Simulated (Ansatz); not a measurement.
# Starting-point dependence of the GW gap of BN (P6_3/mmc)

One-shot GW is not self-consistent; how far does the start matter for BN (P6_3/mmc)?

Program: Ansatz 0.2.0. Level of theory: G0W0 on several functionals, plane waves, PAW. Results are calculated unless marked as measured.

The database entry behind the starting cell differs from later determinations by our own check (about 0.3 % short, minor phase), so it need not match the best structure at ambient conditions.

In doubt: masses and optical values from hybrid runs of this build are listed as unsure (step 4), which bears on the screening that GW takes from such a start.

## 1. The starting structure

Symmetry: P6_3/mmc, No. 194, hexagonal system. The conventional cell has a = 2.498 Å, b = 2.498 Å, c = 6.636 Å, α = 90.00°, β = 90.00°, γ = 120.00°. Nearest to B lie 3 N at 1.44 Å. Nearest to N lie 3 B at 1.44 Å. Farther neighbours and most contacts between anions are not listed.

The cell and positions come from the Crystallography Open Database and are kept as given unless a step says otherwise. The default PAW set here is soft_2. Its files were made with PBE.

## 2. G0W0 on LDA

G0W0 replaces the xc potential by the self-energy, built once from these orbitals. Only a window of levels is corrected, while the sums run over the empty bands that the input names.

This step: G0W0 on LDA, plane waves, PAW.

Input file input.yaml:

```yaml
crystal:
  lattice:
    - [2.49824, 0.0, 0.0]
    - [-1.24912, 2.1635393048, 0.0]
    - [0.0, 0.0, 6.6357]
  atoms:
    - { symbol: B, position: [0.3333333333, 0.6666666667, 0.25] }
    - { symbol: B, position: [0.6666666667, 0.3333333333, 0.75] }
    - { symbol: "N", position: [0.3333333333, 0.6666666667, 0.75] }
    - { symbol: "N", position: [0.6666666667, 0.3333333333, 0.25] }
kpoints:
  mp_grid: { grid: [9, 9, 2] }
hamiltonian:
  xc: lda
scf:
  occupations: { method: fixed }
gw:
  n_empty_bands: 107
  ecut_chi: 120
  qp_bands: [v2, c2]
  qp_kpoints: band_edges
  screening: { model: contour_deformation }
```

Run with:

```bash
> ansatz run input.yaml --threads 2 --pin off --max-ram 92160MiB --backend cuda --events-out ev --progress --plain --runs-dir out --devices 1 --max-vram 13GiB  # rebuilt from the run's record
```

Numbers of over 12 decimals in the logs are rounded to 6 here.

What it wrote:

```text
GPUs: using 1 of 1 available (devices: 1).
Engine: ansatz 0.2.0, x86_64-unknown-linux-gnu
Pseudopotentials: kind: paw
Pseudopotential: B, paw, valence charge 3, recommended cutoff 420 eV (normal), B.paw.azcp
Pseudopotential: N, paw, valence charge 5, recommended cutoff 420 eV (normal), N.paw.azcp
Functional definition: SPW92
  exchange = slater_x
  correlation = pw_c
device memory: the entry about to start is reckoned to put 0.4 GiB on a device that reports 68.9 GiB free (of which the cap on the GPU budget leaves the run 13.0 GiB)
GPU FFT provider: cuFFT
GPU libraries: cuBLAS 13.8.2, cuFFT 12.4.0, cuSOLVER 12.3.4
Crystal: 4 atoms, lattice volume = 35.866 Å³
Basis set: ecut = 420 eV, 689 PW (Γ)
Bands: 12, of which v1, the nominal top of the filled ones, is band 8 counted from 1 (7 counted from 0)
Symmetry: 24 space group operations
Space group: P63/mmc (ITA 194), of the structure as read, at distance tolerance 3.3e-5 Å
k-points: 24 of 162
Non-local potential: B, projectors of the file, l = 0: 2, l = 1: 2, l = 2: 1
Non-local potential: N, projectors of the file, l = 0: 2, l = 1: 2, l = 2: 1
PAW form: soft (Blöchl's): semilocal exchange-correlation on the pseudo side does not see the compensation charge
PAW frozen core: B, regenerated for the run's functional, and the local potential with it (the file was generated under x = pbe(κ = 0.804, μ = 0.219515), c = pbe(β = 0.066725))
PAW frozen core: N, regenerated for the run's functional, and the local potential with it (the file was generated under x = pbe(κ = 0.804, μ = 0.219515), c = pbe(β = 0.066725))
PAW one-centre angular grid: B, 110 points (default); XC on 64 Gauss nodes
PAW one-centre angular grid: N, 110 points (default); XC on 64 Gauss nodes
Initial density: superposition of atomic densities (neutral atoms: chi_scale 0, normalization atom), corrected by the library's trained network
Initial wavefunctions: pseudopotential atomic-orbital guess
GPU buffer pool allocated for 14580 grid points (all kernels)
GPU transforms: local potential and band sums: pruned to the plane-wave sphere, on 18×18×45
Functional: x = slater, c = lda
SCF iter   1: F=—  HF=-1052.694440 eV  |F-HF|=—  |Δ(HF+E_count)|=         —  Δρ=8.62e-3  dr2=2.41e-2  ethr=1.77e-3  ⟨swp⟩=5.0  Hψ=1578  notcnv=0  defer=42
preconditioner: auto → none  [insulator: Δε(μ)=4.117 eV  Ē_g=15.607 eV  n_scr=4 (ndim 8)  ℏωp=24.8 eV  f_vac=0.022  ε∞_Penn≈3.5]
SCF iter   2: F=—  HF=-1052.688487 eV  |F-HF|=—  |Δ(HF+E_count)|=   5.95e-3  Δρ=4.11e-3  dr2=2.74e-3  ethr=1.51e-4  ⟨swp⟩=2.8  Hψ=685  notcnv=0  defer=48
SCF iter   3: F=—  HF=-1052.687662 eV  |F-HF|=—  |Δ(HF+E_count)|=   8.24e-4  Δρ=1.56e-3  dr2=3.59e-4  ethr=1.71e-5  ⟨swp⟩=2.0  Hψ=484  notcnv=0  defer=48
SCF iter   4: F=—  HF=-1052.687576 eV  |F-HF|=—  |Δ(HF+E_count)|=   8.62e-5  Δρ=2.27e-4  dr2=9.50e-6  ethr=2.24e-6  ⟨swp⟩=1.0  Hψ=292  notcnv=0  defer=29
iter 5 did not close the SCF: its close was put off for the readings that it lacked (scf_convergence_deferred on its scf_iter line)
SCF iter   5: F=-1052.687576 eV  HF=-1052.687576 eV  |F-HF|=8.93e-9  |Δ(HF+E_count)|=   2.49e-7  Δρ=2.30e-5  dr2=6.50e-8  ethr=5.94e-8  ⟨swp⟩=2.5  Hψ=478  notcnv=0
SCF iter   6: F=-1052.687576 eV  HF=-1052.687576 eV  |F-HF|=5.58e-9  |Δ(HF+E_count)|=   1.81e-8  Δρ=8.44e-6  dr2=8.98e-9  ethr=4.06e-10  ⟨swp⟩=2.9  Hψ=1232  notcnv=0
SCF 1 converged in 6 iterations: F = -1052.687576 eV  dr2 = 8.98e-9
  greatest PAW one-centre occupation: 0.791 electrons in one spin orbital (limit 2), on the N atom at site 3 (counted from 0), in its partial waves of l = 0
device memory: the entry about to start is reckoned to put 0.5 GiB on a device that reports 69.2 GiB free (of which the cap on the GPU budget leaves the run 13.0 GiB)
NSCF: frozen V_eff on 24 k-points, pencils in batches of 32, up to order 48
the band table was solved once the SCF had ended and its energy, with any forces and stress, was formed, with the checks that follow a solve (1834 applications of the Hamiltonian). They found nothing against the state; the energy, forces and stress were not computed again (output.eigenvalues in the input reference)
device memory: the entry about to start is reckoned to put 1.1 GiB on a device that reports 69.4 GiB free (of which the cap on the GPU budget leaves the run 13.0 GiB)
NSCF: frozen V_eff on 24 k-points
G₀W₀ screening: q 1/24
[... further progress lines ...]
device memory: the entry about to start is reckoned to put 0.3 GiB on a device that reports 46.3 GiB free (of which the cap on the GPU budget leaves the run 13.0 GiB)
NSCF: frozen V_eff on 1 k-points
device memory: the entry about to start is reckoned to put 0.3 GiB on a device that reports 46.3 GiB free (of which the cap on the GPU budget leaves the run 13.0 GiB)
NSCF: frozen V_eff on 1 k-points
SCF converged after 6 iterations
Free energy (F): -1052.687576 eV
Harris-Foulkes:  -1052.687576 eV  (|F-HF|=5.58e-9)
Internal energy: -1052.687576 eV  (E = F + TS)
E sigma→0 (E₀):  -1052.687576 eV
Fermi energy:    4.506240 eV
--- Per-component energies (eV) ---
  E_band       = -41.126365
  E_kinetic    = 366.338188
  E_local      = -695.569111  (includes V_loc(G=0)·N_el)
  E_nonlocal   = 119.834065
  E_hartree    = 222.141086
  E_xc         = -182.192867
  E_vxc        = -227.196358  (∫ρ·V_xc dr)
  E_paw        = -383.559671  (= ΣΔE_a)
  E_vpaw       = -48.815271  (= ΣTr[D̂ρ^β])
  E_aug_tail   = 0.000187  (compensation charges beyond the density's cutoff)
  E_ewald      = -499.931209
  E_core_change = 0.251757  (= ΣΔE_core)
  E_smearing   = -0.000000  (= −TS)
  E_closure    = -0.000000  (closes the sum)
  Σ components = -1052.687576   (vs F -1052.687576, Δ=0.00e0)
--- Band table (eV; the first three rows and the last of 24) ---
  k-point 0: bands = [... 4 lower, 3.1797, 3.1797, 3.2176, 3.2176, 9.4566, 14.5651, 16.0230, 16.0230]
  k-point 1: bands = [... 4 lower, 3.1980, 3.1980, 3.1980, 3.1980, 11.8790, 11.8790, 16.0855, 16.0855]
  k-point 2: bands = [... 4 lower, 2.2346, 2.2674, 2.7304, 2.7743, 9.8778, 14.4137, 15.7631, 16.0424]
  k-point 23: bands = [... 4 lower, -2.5513, -2.5513, 4.5062, 4.5062, 9.0290, 9.0290, 16.1438, 16.1438]
--- G₀W₀: contour deformation, 6 samples at zero and on the imaginary axis and 1 off it, 162 q-points, 107 empty bands' worth ---
  eigenvalues of the whole cell's RPA ε∞ on this k-mesh (on a slab, of 1 + 4πα/V) = 2.6383, 4.7023, 4.7023; static W/v taken at q = 0 is 0.274891
  bands read: the sum over 115 bands ends inside a degenerate multiplet in 12 slots, whose members it reads at an even weight; the widest, k=1: bands 115 to 118 (counted from 1) at 1/4 each
  gw.qp_kpoints: band_edges: 12 of 24 stored k-points solved, in 2 passes; an edge of the gap read off the rows below is read off those points alone
    valence top: of the k-points left out ik 14 came nearest to being solved in a further pass, in band 8 (counted from 1, as in the quasiparticle table): it holds the edge there only if its correction is more favourable than any solved in that band by at least 0.891 eV; those differ by 0.230 eV
    conduction bottom: of the k-points left out ik 14 came nearest to being solved in a further pass, in band 9 (counted from 1, as in the quasiparticle table): it holds the edge there only if its correction is more favourable than any solved in that band by at least 0.959 eV; those differ by 0.426 eV
    ik  band        ε_KS         Σx   Σc(E_QP)       V_xc       Z   E_QP_lin       E_QP  E_QP is
     0     7      3.2176   -23.6708     3.4473   -19.4237  0.7924     2.4108     2.4177  root
     0     8      3.2176   -23.6708     3.4473   -19.4237  0.7924     2.4108     2.4177  root
     0     9      9.4566    -4.9452    -4.0339    -9.6991  0.8367    10.1814    10.1766  root
     0    10     14.5651    -7.8385    -5.6638   -14.8720  0.7555    15.9857    15.9346  root
     1     7      3.1980   -23.6570     3.4526   -19.4015  0.7923     2.3881     2.3951  root
     1     8      3.1980   -23.6570     3.4526   -19.4015  0.7923     2.3881     2.3951  root
     1     9     11.8790    -6.3617    -4.5261   -11.8797  0.8113    12.8839    12.8709  root
     1    10     11.8790    -6.3617    -4.5261   -11.8797  0.8113    12.8839    12.8709  root
     2     7      2.7304   -23.5243     3.5476   -19.1392  0.7893     1.8848     1.8929  root
     2     8      2.7743   -23.5631     3.5372   -19.1972  0.7895     1.9378     1.9456  root
     2     9      9.8778    -4.9228    -4.0675    -9.7317  0.8352    10.6244    10.6192  root
     2    10     14.4137    -8.1221    -5.6997   -15.2156  0.7525    15.8575    15.8075  root
     3     7      2.7523   -23.5440     3.5428   -19.1679  0.7894     1.9112     1.9191  root
     3     8      2.7523   -23.5440     3.5428   -19.1679  0.7894     1.9112     1.9191  root
     3     9     12.1674    -6.4522    -4.5714   -12.0496  0.8081    13.2083    13.1934  root
     3    10     12.1674    -6.4522    -4.5714   -12.0496  0.8081    13.2083    13.1934  root
     8     7      2.6569   -18.7334     2.8491   -15.0868  0.7723     1.8497     1.8594  root
     8     8      3.9214   -20.4306     2.7484   -17.0215  0.7774     3.2554     3.2606  root
     8     9      8.9859    -6.0390    -4.4348   -11.5185  0.8153    10.0420    10.0306  root
     8    10     10.3699    -7.8869    -4.7647   -13.9049  0.7937    11.6447    11.6231  root
     9     7      3.2845   -19.4959     2.7739   -15.9882  0.7758     2.5435     2.5507  root
     9     8      3.2845   -19.4959     2.7739   -15.9882  0.7758     2.5435     2.5507  root
     9     9      9.4590    -6.7914    -4.4511   -12.3435  0.8093    10.5735    10.5599  root
     9    10      9.4590    -6.7914    -4.4511   -12.3435  0.8093    10.5735    10.5599  root
[...]
22     7      4.4194   -20.1735     2.5069   -17.0577  0.7827     3.8065     3.8105  root
    22     8      4.4194   -20.1735     2.5069   -17.0577  0.7827     3.8065     3.8105  root
    22     9      9.2587    -6.6864    -4.6927   -12.5255  0.8039    10.4203    10.4051  root
    22    10      9.2587    -6.6864    -4.6927   -12.5255  0.8039    10.4203    10.4051  root
    23     7      4.5062   -20.4995     2.5423   -17.3541  0.7823     3.8994     3.9032  root
    23     8      4.5062   -20.4995     2.5423   -17.3541  0.7823     3.8994     3.9032  root
    23     9      9.0290    -6.2219    -4.6448   -11.9757  0.8081    10.1516    10.1380  root
    23    10      9.0290    -6.2219    -4.6448   -11.9757  0.8081    10.1516    10.1380  root
```

It took 8.9 s on 1 × NVIDIA H100 80GB HBM3 (shared by 6 runs) with 2 threads of AMD EPYC 7R13 (Zen 3), shared host; peak memory 1.1 GiB.

This step gave:

```
bands summed                                 : 115
RPA ε∞ on this mesh (eigenvalues)            : 2.638, 4.702, 4.702
plane waves in the screening matrix          : 107
q-points in the mesh                         : 162
G0W0 gap on the mesh                         : 5.870 eV
k of the valence top                         : 0.3333, 0.3333, -0.5
k of the conduction bottom                   : 0.1111, 0.4444, 0
starting gap on the mesh                     : 4.230 eV
Z at the valence top                         : 0.7823
Z at the conduction bottom                   : 0.8166
least direct G0W0 gap on the computed points : 6.207 eV
```

The gap on the mesh goes from 4.23 eV to 5.87 eV, a correction of +1.64 eV. Between the two edge states, bare exchange in place of the xc potential would open the gap by 8.63 eV, and correlation takes back 6.99 eV.

## 3. G0W0 on PBE

The same correction from a different start measures what one shot leaves open.

This step: G0W0 on PBE, plane waves, PAW.

Changes to input.yaml since step 2:

```diff
@@ -13,3 +13,3 @@
 hamiltonian:
-  xc: lda
+  xc: pbe
 scf:
```

What it wrote:

```text
GPUs: using 1 of 1 available (devices: 1).
[...]
GPU FFT provider: cuFFT
GPU libraries: cuBLAS 13.8.2, cuFFT 12.4.0, cuSOLVER 12.3.4
Crystal: 4 atoms, lattice volume = 35.866 Å³
Basis set: ecut = 420 eV, 689 PW (Γ)
Bands: 12, of which v1, the nominal top of the filled ones, is band 8 counted from 1 (7 counted from 0)
Symmetry: 24 space group operations
[...]
k-points: 24 of 162
[...]
GPU buffer pool allocated for 14580 grid points (all kernels)
[...]
SCF iter   1: F=—  HF=-1084.799649 eV  |F-HF|=—  |Δ(HF+E_count)|=         —  Δρ=1.45e-3  dr2=1.94e-4  ethr=1.77e-3  ⟨swp⟩=5.0  Hψ=1591  notcnv=0  defer=43
[...]
SCF iter   6: F=-1084.801081 eV  HF=-1084.801081 eV  |F-HF|=2.02e-10  |Δ(HF+E_count)|=   1.04e-8  Δρ=6.21e-7  dr2=7.94e-11  ethr=2.50e-11  ⟨swp⟩=4.3  Hψ=1302  notcnv=0
SCF 1 converged in 6 iterations: F = -1084.801081 eV  dr2 = 7.94e-11
[...]
NSCF: frozen V_eff on 24 k-points, pencils in batches of 32, up to order 48
[...]
NSCF: frozen V_eff on 24 k-points
G₀W₀ screening: q 1/24
[... further progress lines ...]
[...]
SCF converged after 6 iterations
Free energy (F): -1084.801081 eV
[...]
Internal energy: -1084.801081 eV  (E = F + TS)
E sigma→0 (E₀):  -1084.801081 eV
Fermi energy:    4.793511 eV
[...]
--- Band table (eV; the first three rows and the last of 24) ---
  k-point 0: bands = [... 4 lower, 3.4730, 3.4730, 3.5102, 3.5102, 10.0616, 15.1430, 16.4277, 16.4277]
  k-point 1: bands = [... 4 lower, 3.4911, 3.4911, 3.4911, 3.4911, 12.4367, 12.4367, 16.4884, 16.4884]
  k-point 2: bands = [... 4 lower, 2.5112, 2.5436, 3.0255, 3.0686, 10.4897, 14.9665, 16.1451, 16.4402]
  k-point 23: bands = [... 4 lower, -2.3634, -2.3634, 4.7935, 4.7935, 9.4569, 9.4569, 16.8384, 16.8384]
[...]
0     7      3.5102   -23.6743     3.4540   -19.2429  0.7956     2.5227     2.5328  root
     0     8      3.5102   -23.6743     3.4540   -19.2429  0.7956     2.5227     2.5328  root
     0     9     10.0616    -4.9461    -3.9388    -9.1704  0.8390    10.3479    10.3472  root
     0    10     15.1430    -7.8256    -5.4994   -14.3929  0.7589    16.2398    16.2109  root
     1     7      3.4911   -23.6605     3.4593   -19.2203  0.7955     2.4999     2.5101  root
     1     8      3.4911   -23.6605     3.4593   -19.2203  0.7955     2.4999     2.5101  root
     1     9     12.4367    -6.3642    -4.4106   -11.4058  0.8146    13.0725    13.0677  root
     1    10     12.4367    -6.3642    -4.4106   -11.4058  0.8146    13.0725    13.0677  root
[...]
23     7      4.7935   -20.6259     2.6299   -17.2111  0.7851     4.0020     4.0086  root
    23     8      4.7935   -20.6259     2.6299   -17.2111  0.7851     4.0020     4.0086  root
    23     9      9.4569    -6.1903    -4.5527   -11.5679  0.8106    10.2888    10.2818  root
    23    10      9.4569    -6.1903    -4.5527   -11.5679  0.8106    10.2888    10.2818  root
```

Elapsed: 15 s, on 1 × NVIDIA H100 80GB HBM3 (shared by 6 runs) with 2 threads; peak memory 1.1 GiB.

Numbers from this step:

| Quantity | Value |
| --- | --- |
| bands summed | 115 |
| RPA ε∞ on this mesh (eigenvalues) | 2.533, 4.558, 4.558 |
| plane waves in the screening matrix | 107 |
| q-points in the mesh | 162 |
| G0W0 gap on the mesh | 5.919 eV |
| k of the valence top | 0.3333, 0.3333, -0.5 |
| k of the conduction bottom | 0.1111, 0.4444, 0 |
| starting gap on the mesh | 4.413 eV |
| Z at the valence top | 0.7851 |
| Z at the conduction bottom | 0.8185 |
| least direct G0W0 gap on the computed points | 6.258 eV |

Against the run with 9×9×2 mesh, 107 empty bands, screening to 120 eV on LDA, the gap moves by +0.05 eV, while the start moved by +0.18 eV.

## 4. G0W0 on HSE06

This step: G0W0 on HSE06, plane waves, PAW.

Changes to input.yaml since step 3:

```diff
@@ -13,3 +13,3 @@
 hamiltonian:
-  xc: pbe
+  xc: hse06
 scf:
```

What it wrote:

```text
GPUs: using 1 of 1 available (devices: 1).
[...]
davidson cushion auto → on  (no smearing: the cushion is to keep the highest requested band from converging to the state above it; pin scf.eigensolver.cushion to override)
[...]
GPU FFT provider: cuFFT
GPU libraries: cuBLAS 13.8.2, cuFFT 12.4.0, cuSOLVER 12.3.4
Crystal: 4 atoms, lattice volume = 35.866 Å³
Basis set: ecut = 420 eV, 689 PW (Γ)
[...]
1     9     12.9837    -5.9976    -4.0936   -10.4387  0.8423    13.3322    13.3312  root
     1    10     12.9837    -5.9976    -4.0936   -10.4387  0.8423    13.3322    13.3312  root
[...]
23     7      3.9790   -20.6922     2.4279   -17.9303  0.8151     3.6443     3.6451  root
    23     8      3.9790   -20.6922     2.4279   -17.9303  0.8151     3.6443     3.6451  root
    23     9     10.0530    -5.9249    -4.2862   -10.7410  0.8383    10.5848    10.5828  root
    23    10     10.0530    -5.9249    -4.2862   -10.7410  0.8383    10.5848    10.5828  root
[key lines of the parts left out:]
Free energy (F): -1085.039689 eV
Fermi energy:    3.979045 eV
```

Elapsed: 27 s, on 1 × NVIDIA H100 80GB HBM3 (shared by 6 runs) with 2 threads; peak memory 1.4 GiB; 35 s of CPU time.

This step gave:

```yaml
bands_summed: 115
rpa_eps_infinity_on_this_mesh_eigenvalues: 2.319, 3.771, 3.771
plane_waves_in_the_screening_matrix: 107
g0w0_gap_on_the_mesh: 6.546 eV
k_of_the_valence_top: 0.3333, 0.3333, -0.5
k_of_the_conduction_bottom: 0.1111, 0.4444, 0
starting_gap_on_the_mesh: 5.746 eV
least_direct_g0w0_gap_on_the_computed_points: 6.893 eV
```

Against the run with 9×9×2 mesh, 107 empty bands, screening to 120 eV on PBE, the gap moves by +0.63 eV, while the start moved by +1.33 eV.

## 5. The starts together

All on the 9×9×2 mesh with 107 empty bands and screening to 120 eV. Times are wall times on 1 × NVIDIA H100 80GB HBM3 (shared by 6 runs) with 2 threads of AMD EPYC 7R13 (Zen 3), shared host, good to a factor of about two.

```csv
start,starting gap (eV),shift (eV),G0W0 gap (eV),RPA ε∞ (harmonic mean),"Z (valence, conduction)",time
LDA,4.23,+1.64,5.87,3.73,"0.78, 0.82",8.9 s
PBE,4.41,+1.51,5.92,3.60,"0.79, 0.82",15 s
HSE06,5.75,+0.80,6.55,3.12,"0.82, 0.85",27 s
```

How the two edges are built up, in eV (the quasiparticle level is the starting level plus Σx plus Σc less Vxc):

```csv
run,edge,start,Σx,Σc,Vxc,Z,QP
LDA,valence top,4.51,-20.50,2.54,-17.35,0.78,3.90
LDA,conduction bottom,8.74,-5.87,-4.45,-11.36,0.82,9.77
PBE,valence top,4.79,-20.63,2.63,-17.21,0.79,4.01
PBE,conduction bottom,9.21,-5.87,-4.36,-10.95,0.82,9.93
HSE06,valence top,3.98,-20.69,2.43,-17.93,0.82,3.65
HSE06,conduction bottom,9.73,-5.61,-4.10,-10.17,0.85,10.19
```

For a hybrid start, Vxc holds its share of exact exchange.

## 6. Summary of results

```json
{
 "G0W0@LDA": "5.87 eV (start 4.23 eV)",
 "G0W0@PBE": "5.92 eV (start 4.41 eV)",
 "G0W0@HSE06": "6.55 eV (start 5.75 eV)",
 "known limits": "not at the basis limit; coarse k mesh"
}
```

The starting gaps span 1.52 eV and the G0W0 gaps 0.68 eV. Between LDA and HSE06, 0.68 eV of the 1.52 eV survives, 45 %. HSE06 screens less than LDA (ε∞ 3.12 against 3.73). Of the 0.68 eV by which its G0W0 gap is higher, the correlation part gives +0.46 eV, and exchange with the one-particle terms, which follow the orbitals, +0.21 eV. The smallest correction, +0.80 eV, is on HSE06, the start nearest to reproducing itself. Bands and cutoff are finite, so the gap is not at the basis limit. The miss can reach some tenths of an eV and take either sign; the mesh is an error of its own. The 9×9×2 mesh is coarse for this cell (its supercell is 13 Å along the shortest edge). The RPA ε∞ on it, from the LDA start, is 2.64 and 4.70; such meshes misread the long-range screening, most where the gap is narrow.

[Paths, hosts, dates, memory and timing lines, banners, echoed tables and standing remarks are left out of the program output.]

[Logs are printed without paths, hosts, clocks, repeated set-up lines and the standing remarks that a program may print on its own settings, such as how far it seeks lower states.]

[Runs of the session that timed out or met a known fault of the program may be left out.]

[Cells called generated may have been cut or substituted from an entry of the Crystallography Open Database or the Materials Project.]

[Hosts, paths, dates, database ids (printed as entryN), source tags and the programs' standing remarks are cut or masked in the printed files.]
